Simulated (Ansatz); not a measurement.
## SiNi2: generalised stacking fault

Theory: DFT PBEsol, scalar-relativistic, plane waves, PAW (Ansatz). Cutoff 420 eV, Γ-centred 14×14×5 k-points, Gaussian smearing of 0.15 eV. No spin polarisation. A magnetic state may lie lower. Energies are free energies at this smearing, counted from the undisturbed cell; pressure is positive in compression.

Reference structure (relaxed at this level; it needn't be the usual structure):

```xyz
12
Lattice="-3.8685 0.0000 0.0000 -1.9342 -3.3502 0.0000 0.0000 0.0000 9.8340" Properties=species:S:1:pos:R:3 pbc="T T T"
Si   -1.9342   -1.1167    3.0731
Si   -1.9342   -1.1167    7.9901
Si   -3.8685   -2.2335    0.6146
Si   -3.8685   -2.2335    5.5316
Ni    0.0000    0.0000    4.3024
Ni    0.0000    0.0000    9.2193
Ni    0.0000    0.0000    1.8439
Ni    0.0000    0.0000    6.7609
Ni   -1.9342   -1.1167    0.6146
Ni   -1.9342   -1.1167    5.5316
Ni   -3.8685   -2.2335    3.0731
Ni   -3.8685   -2.2335    7.9901
```

The cut lies on the cell's a–b face, a (0 0 1) plane (indices in the standard cell, whose axes needn't be the Cartesian ones shown) of area 12.96 Å², between layers 1.23 Å apart. Vector c is tilted by f times 1·a + 0·b (length 3.868 Å) with the atoms' Cartesian places fixed: one unrelaxed fault a cell. The cell is metallic on the mesh throughout.

Over the sampled range (0.0000 to 0.4000), is the undisturbed cell the lowest point?

Yes, every other sampled point lies higher.

The scan:

| f | γ (mJ/m²) |
| --- | --- |
| 0.0000 | 0 |
| 0.1000 | 327 |
| 0.2000 | 1741 |
| 0.4000 | 8757 |

Cost: 4 runs of about 28 core-minutes in all, on Intel Xeon Platinum 8259CL (Skylake/Cascade Lake) (shared hosts).